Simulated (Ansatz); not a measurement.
**Ta: stiffness from a series of strains**

```yaml
crystal:
  lattice:
    - [0.00000, 2.11000, 2.11000]
    - [2.11000, 0.00000, 2.11000]
    - [2.11000, 2.11000, 0.00000]
  atoms:
    - { symbol: Ta, position: [0.00000, 0.00000, 0.00000] }
```

The cell is COD entry 1534932, as deposited and not checked against the literature; nothing was relaxed.

No spin–orbit coupling, which matters for the heavy atoms here.

The calculation used DFT, PBE, all-electron LAPW, scalar-relativistic (Ansatz 0.2.0).

The runs use a Γ-centred 15×15×15 k mesh, Fermi–Dirac smearing of 0.08 eV, basis error target 0.5 meV/atom, no spin polarisation.

The strain is applied along the Cartesian axes of the cell as listed (γ is the engineering shear, twice εxy = εyz = εzx). Fractional coordinates are held (clamped ions).

σ is the change of stress from the unstrained cell, which is at 0.57 GPa; tension is positive, so slopes are stress–strain coefficients at that pressure. In a metal the k mesh adds noise.

Only quantities that a quadratic follows smoothly over the whole series are listed; rougher ones are left out.

```tsv
γ	σxy (GPa)
-0.0300	-1.69
-0.0200	-1.13
0.0000	0.00
0.0100	0.44
0.0200	0.73
0.0300	0.97
```

(1) Fit the series and read off the stiffness at zero strain.

(2) One run, at γ = -0.0100, is withheld. Predict its row.

Answers

(1) Least-squares fits y = p0 + p1 x + p2 x² to the rows give σxy (GPa): p1 = 45.1, p2 = -410. So C44 (clamped ions) = 45 GPa.

(2) The fits give -0.50; the run gave -0.54.
